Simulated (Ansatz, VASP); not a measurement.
This is a calculation of SnSe2 for VASP 6.6.1.

INCAR

```
SYSTEM = SnSe2
ALGO = Normal
EDIFF = 1E-7
ENCUT = 520
GGA = PE
ISIF = 2
ISMEAR = -1
LASPH = .True.
LCHARG = .False.
LREAL = .False.
LWAVE = .False.
NBANDS = 20
NELM = 80
PREC = Accurate
SIGMA = 0.05
```

KPOINTS

```
k-points
0
Gamma
  8 8 5
  0 0 0
```

The input POSCAR:

```
SnSe2
1.0
    3.7854220481      0.0000000000      0.0000000000
   -1.8927110241      3.2782716577      0.0000000000
    0.0000000000      0.0000000000      6.0948175511
Sn Se
1 2
Direct
    0.0000000000      0.0000000000      0.0000000000
    0.6666666667      0.3333333333      0.7510000000
    0.3333333333      0.6666666667      0.2490000000
```

Potentials or basis: VASP PAW PBE potentials, release 64 (Sn_d, Se).

Command:

```sh
$ cat potpaw_PBE.64/Sn_d/POTCAR potpaw_PBE.64/Se/POTCAR > POTCAR
$ mpirun -np 1 vasp_std > vasp.out
```

**Question.** Translate it to Ansatz 0.2.0. Potentials there: Ansatz PAW.

**Answer.** As run (the cutoff follows the program's own potentials):

File input.yaml:

```yaml
crystal:
  lattice:
    - [3.7854220481, 0.0, 0.0]
    - [-1.8927110241, 3.2782716577, 0.0]
    - [0.0, 0.0, 6.0948175511]
  atoms:
    - { symbol: Sn, position: [0.0, 0.0, 0.0] }
    - { symbol: Se, position: [0.6666666667, 0.3333333333, 0.751] }
    - { symbol: Se, position: [0.3333333333, 0.6666666667, 0.249] }
hamiltonian:
  xc: pbe
  pseudopotentials: { kind: paw }
kpoints:
  mp_grid: { grid: [8, 8, 5] }
scf:
  occupations: { method: fermi_dirac, width: 0.05 }
output:
  forces: true
  stress: true
  eigenvalues: true
```

Potentials or basis: Ansatz PAW.

The run is started by

```sh
$ ansatz run input.yaml --threads 1 --pin off --max-ram 3584MiB --backend cpu --events-out ev --progress --plain --runs-dir out
```

Both were run:

|  | VASP | Ansatz | Ansatz less VASP |
| --- | --- | --- | --- |
| gap on the k mesh at the Fermi level (eV) | 0.83 | 0.84 | +0.005 |
| least direct gap on the mesh (eV) | 1.18 | 1.19 | +0.011 |
| pressure (GPa) | 7.4 | 7.3 | -0.09 |
| largest component of the traceless stress (GPa) | 0.96 | 0.96 | -0.002 |
| rms of the force components (eV/Å) | 0.479 | 0.470 | -0.0085 |

Atom by atom the forces differ by 0.008 eV/Å (rms over components). With one functional, cell and mesh, what is left measures potentials, basis and numerics. The two sets of potentials don't hold the same shells in valence.

Caveats: spin-orbit coupling is left out, which moves the levels of the heavy elements; this functional lacks dispersion, which binds the layers, so the pressure and a relaxed spacing across them are unreliable; an odd mesh through Γ misses points on the zone boundary, where band edges often lie (VASP); forces of over 1 eV/Å show positions far from the minimum, so gaps and moduli don't describe the material at rest (VASP); odd divisions of the mesh miss points on the zone boundary, where band edges often lie, so the gap on the mesh can be too wide (Ansatz).
